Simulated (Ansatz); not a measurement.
Write the native input for Ansatz 0.2.0 that does the following.

```yaml
Task: relaxation of cell and atoms
Functional: r2SCAN
Potentials_or_basis: Ansatz PAW
Cutoff: "500 eV (not typed: the program's choice for these potentials)"
k_mesh: 11 × 11 × 11
Occupations: fermi-dirac, width 0.05 eV
Spin: no spin polarisation
```

TiH:

```
Ti H
1.0
     0.00000    2.08970    2.08970
     2.08970    0.00000    2.08970
     2.08970    2.08970    0.00000
Ti H
1 1
Direct
  0.00000 0.00000 0.00000
  0.50000 0.50000 0.50000
```

The cell comes from a database or a generator and needn't be the stable form of this composition.

One way to write it, as run:

input.yaml

```yaml
crystal:
  lattice:
    - [0.0, 2.08969722, 2.08969722]
    - [2.08969722, 0.0, 2.08969722]
    - [2.08969722, 2.08969722, 0.0]
  atoms:
    - { symbol: Ti, position: [0.0, 0.0, 0.0] }
    - { symbol: H, position: [0.5, 0.5, 0.5] }
hamiltonian:
  xc: r2scan
  pseudopotentials: { kind: paw }
kpoints:
  mp_grid: { grid: [11, 11, 11] }
scf:
  occupations: { method: fermi_dirac, width: 0.05 }
output:
  forces: true
  stress: true
  eigenvalues: true
  write_density: true
  write_potential: true
  elf: true
  volumetric_format: npy
relax:
  f_tol: 0.01
  max_steps: 40
  cell: { stress_tol: 0.05 }
```

Potentials or basis: Ansatz PAW.

The run is started by

```sh
$ ansatz run input.yaml --threads 2 --pin off --max-ram 5632MiB --backend cpu --events-out ev --progress --plain --runs-dir out
```

It gave:

- Relaxed volume: 9.10 Å³/atom
- Relaxed cell: a = 2.952 Å, b = 2.952 Å, c = 2.952 Å, α = 60.00°, β = 60.00°, γ = 60.00°
- Space group after relaxing (to 0.05 Å): Fm-3m (No. 225)
- Energy gained by relaxing: 0.0 meV/atom
- Ionic steps: 4
- Pressure after relaxing: 0.0 GPa
- Band gap on the k mesh: none (metal or under the smearing width)

Caveat: the plane-wave basis is chosen anew once the cell has moved, so the energies of steps on either side of that aren't comparable; the PAW data sets come from PBE, with cores solved anew for the run's functional, which leaves a small shift of forces and pressure.

Run time: 4.6 s on 2 threads of Arm Neoverse V2 (shared host), peak memory 0.34 GiB.
